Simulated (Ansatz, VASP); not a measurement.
# Nb: VASP beside Ansatz

```
Nb
1.0
     0.00000    2.12203    2.12203
     2.12203    0.00000    2.12203
     2.12203    2.12203    0.00000
Nb
1
Direct
  0.00000 0.00000 0.00000
```

Change from the starting cell: volume scaled by 1.01.

Alike in both runs: task single point; functional LDA; k mesh 13 × 13 × 13; occupations fermi-dirac, width 0.03 eV; no spin polarisation.

```csv
,VASP,Ansatz
version,VASP 6.6.1,Ansatz 0.2.0
potentials or method,"VASP PAW LDA potentials, release 64 (Nb_sv), cutoff 520 eV","all-electron LAPW, scalar-relativistic"
```

VASP gave:

```
pressure (GPa) : -11.9
```

Task: What did Ansatz give for the same quantities?

Result: Pressure (GPa): -11.8.

Ansatz ran all-electron here, so the differences hold the error of VASP's frozen core and of both bases.
